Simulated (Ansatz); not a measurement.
**AlN: under pressure**

How does AlN compress? Cell and atoms are relaxed at 6 pressures between -3 and 60 GPa.

Computed with Ansatz 0.2.0 (DFT r2SCAN, scalar-relativistic, plane waves, PAW, unless a step's input says otherwise).

2 further runs of the same task are left out: 2 set aside as unsound or not needed.

### Step 1. Starting point

It takes space group P6_3mc (No. 186, hexagonal). Conventional cell: a = 3.107 Å, b = 3.107 Å, c = 4.979 Å, α = 90.00°, β = 90.00°, γ = 120.00°. Al (site symmetry 3m) is surrounded by 4 N at 1.89 to 1.90 Å. Around N (site symmetry 3m) lie 4 Al at 1.89 to 1.90 Å.

Structure file:

```
Al N
1.0
     3.10670    0.00000    0.00000
    -1.55335    2.69048    0.00000
     0.00000    0.00000    4.97857
Al N
2 2
Direct
  0.66667 0.33333 0.49920
  0.33333 0.66667 0.99920
  0.66667 0.33333 0.88080
  0.33333 0.66667 0.38080
```

It goes back to an entry of the Materials Project.

It is the result of an earlier relaxation at this level (volume 10.40 Å³/atom; gap on the mesh: 4.88 eV).

### Step 2. Relaxing at -3 GPa

input.yaml reads:

```yaml
crystal:
  lattice:
    - [3.1361733643, 0.0, 0.0]
    - [-1.5680866821, 2.7160058041, 0.0]
    - [0.0, 0.0, 5.025810593]
  atoms:
    - { symbol: Al, position: [0.6666666667, 0.3333333333, 0.4992049919] }
    - { symbol: Al, position: [0.3333333333, 0.6666666667, 0.9992049919] }
    - { symbol: "N", position: [0.6666666667, 0.3333333333, 0.8807950081] }
    - { symbol: "N", position: [0.3333333333, 0.6666666667, 0.3807950081] }
basis:
  ecutwfc: 500
kpoints:
  mp_grid: { grid: [12, 12, 6] }
hamiltonian:
  xc: r2scan
scf:
  occupations: { method: gaussian, width: 0.02 }
output:
  forces: true
  stress: true
  eigenvalues: true
relax:
  adjacent_minimum: "off"
  f_tol: 0.008
  max_steps: 50
  cell: { stress_tol: 0.08, p_target: -3.0 }
```

The run is started by

```sh
ansatz run input.yaml --threads 1 --pin off --max-ram 2560MiB --backend cpu --events-out ev --progress --plain --runs-dir out
```

The session goes on with these runs: band edges over the zone at -3 GPa; target pressure 3 GPa; band edges over the zone at 3 GPa; 8 GPa; band edges over the zone at 8 GPa; 15 GPa; seeking the band edges at 15 GPa; 30 GPa; band edges over the zone at 30 GPa; target pressure 60 GPa; the gap over the whole zone at 60 GPa.

**Question.** What will these runs give? Wanted: bulk modulus B0; B0'.

As calculated:

```
                                     quantity                       value
                             volume at 60 GPa  8.53 Å³/atom, V/V0 = 0.820
bulk modulus B0 (third-order Birch-Murnaghan)                     212 GPa
                                          B0'                         3.6
                          gap at 0 and 60 GPa            4.88 eV; 5.73 eV
```

What this shows: Up to 60 GPa the volume falls by 18.0 %. A third-order Birch-Murnaghan curve fits the points with B0 = 212 GPa. The cell gives way unevenly: a -5.5 %, b -5.5 %, c -8.3 %. The gap goes from 4.88 eV at zero pressure to 5.73 eV at 60 GPa. The symmetry of the start is kept, so a transition to another structure would not show.
